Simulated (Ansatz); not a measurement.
# In (hcp)

Computed with Ansatz (plane waves, PAW, 420 eV cutoff): PBE with spin–orbit coupling, two-component spinors, 14×14×8 k-mesh, Gaussian smearing of 0.05 eV; PAW files: Ansatz's generated set soft_2.

```yaml
crystal:
  lattice:
    - [3.36377, 0.00000, 0.00000]
    - [-1.68188, 2.91311, 0.00000]
    - [0.00000, 0.00000, 5.64517]
  atoms:
    - { symbol: In, position: [0.33333, 0.66667, 0.75000] }
    - { symbol: In, position: [0.66667, 0.33333, 0.25000] }
```

At room temperature and ambient pressure In takes another structure.

The cell is relaxed to zero pressure at this level.

Path: Γ–M–K–Γ–A–L–H–A | L–M | H–K, with Γ = (0.000, 0.000, 0.000), M = (0.500, 0.000, 0.000), K = (0.333, 0.333, 0.000), A = (0.000, 0.000, 0.500), L = (0.500, 0.000, 0.500), H = (0.333, 0.333, 0.500) in reciprocal vectors of the calculation's cell.

Is it a metal or an insulator, and if it has a gap, where are the band edges on this path?

A metal: bands cross the Fermi level.

Levels between -5 and 3 eV from the Fermi level at the path's named points:
```tsv
point	below E_F (eV)	above E_F (eV)
Γ	-4.63 -4.63 -3.29 -3.29	
M	-4.73 -4.73 -3.99 -3.99 -0.17 -0.17	0.12 0.12 0.89 0.89 2.79 2.79
K	-3.29 -3.29 -3.24 -3.24 -1.68 -1.68	1.49 1.49 1.72 1.72 2.03 2.03 2.59 2.59 2.62 2.62
A		2.51 2.51 2.51 2.51
L	-3.55 -3.55 -3.55 -3.55 -2.55 -2.55 -2.55 -2.55	
H	-2.48 -2.48 -2.48 -2.48 -1.33 -1.33 -1.17 -1.17 -0.47 -0.47 -0.27 -0.27
```
